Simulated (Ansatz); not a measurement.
The system is FeO (Wuestite).

```xyz
2
Lattice="0.0000 2.1554 2.1554 2.1554 0.0000 2.1554 2.1554 2.1554 0.0000" Properties=species:S:1:pos:R:3 pbc="T T T"
Fe    0.0000    0.0000    0.0000
O     2.1554    2.1554    2.1554
```

Base run:

* Program: Ansatz 0.2.0
* Functional: PBEsol
* Potentials or basis: all-electron LAPW, scalar-relativistic
* Cutoff: 349 eV (chosen from the basis error)
* Basis error allowed: 0.001 eV/atom
* k mesh: 11 × 11 × 11
* Occupations: fermi-dirac, width 0.05 eV
* Spin: collinear spin, ferromagnetic start
* Starting moments: [3.0, 0.0] μB

Its results: pressure -8.6 GPa; net moment 4.00 μB per cell; site moments Fe +3.62; O +0.32 μB.

**Question.** The run is repeated on the same cell with these changes: functional from PBEsol to LDA. What comes out?

**Answer.** Pressure -15.6 GPa; net moment 4.00 μB per cell; site moments Fe +3.59; O +0.34 μB.

LDA binds more tightly than PBEsol, so the same cell stands under less pressure.

Caveats: a cell with one magnetic atom can't hold antiferromagnetic order, which such compounds often take.
